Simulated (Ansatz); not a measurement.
# ZrC: rattling a relaxed structure

The cell was relaxed from a distorted copy of a database structure.

These are results of DFT PBE, scalar-relativistic, plane waves, PAW in Ansatz 0.2.0, not measurements. Settings: cutoff 420 eV, Γ-centred mesh 20×20×20 on the computed 2-atom cell, Gaussian smearing of 0.10 eV; no spin polarisation.

The cell below (2 atoms, space group Fm-3m (No. 225)) is relaxed within its symmetry.

```
Zr C
1.0
     0.00000    2.35432    2.35432
     2.35432    0.00000    2.35432
     2.35432    2.35432    0.00000
Zr C
1 1
Cartesian
  2.3543 2.3543 2.3543
  0.0000 0.0000 0.0000
```

For the test a repeat of it with 4 atoms (edges 3.33, 3.33, 5.77 Å) was strained at random (σ = 1.5 % a component), the atoms were moved at random (σ = 0.15 Å), and all was relaxed again on a coarse 8×8×8 mesh (in the run’s order of axes) with 0.20 eV smearing, with no symmetry imposed.

Question: What happens?

Answer: It returns, within 1 meV/atom of the unmoved cell on that mesh and with the same symmetry when read at 0.1 Å. No instability shows in this cell; modes of other wave vectors, which need another repeat, aren't tested.
